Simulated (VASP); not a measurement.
Here is a VASP 6.6.1 calculation.

INCAR

```
AGGAC = 0.0 ; ALGO = Normal
EDIFF = 1E-7 ; EDIFFG = -0.005
ENCUT = 600 ; GGA = MK
IBRION = 2 ; ISIF = 3
ISMEAR = 0 ; LASPH = T
LCHARG = F ; LREAL = F
LUSE_VDW = T ; LWAVE = F
NELM = 80 ; NSW = 90
PARAM1 = 0.1234 ; PARAM2 = 0.711357
PREC = Accurate ; SIGMA = 0.03
ZAB_VDW = -1.8867
```

File KPOINTS:

```
k-points
0
Gamma
  10 10 10
```

Contents of POSCAR:

```
Si                                      
1.0
   -0.0000000000      2.7277913266      2.7277913266
    2.7277913266     -0.0000000000      2.7277913266
    2.7277913266      2.7277913266      0.0000000000
  Si            
     2
Direct
     0.7500000000000000    0.7500000000000000    0.7500000000000000
     0.5000000000000000    0.5000000000000000    0.5000000000000000
```

Potentials or basis: VASP PAW PBE potentials, release 64 (Si).

Run with:

```sh
$ cat potpaw_PBE.64/Si/POTCAR > POTCAR
$ mpirun -np 1 vasp_std > vasp.out
```

Task: Predict the band gap on the k mesh.

Result: 0.61 eV, indirect (least direct gap 2.59 eV).

Final structure:
```
Si
1.0
     0.00000    2.72779    2.72779
     2.72779    0.00000    2.72779
     2.72779    2.72779    0.00000
Si
2
Cartesian
  4.0917 4.0917 4.0917
  2.7278 2.7278 2.7278
```

Caveat: the relaxation stopped at its first step, so nothing moved. A k mesh can miss the band edges.
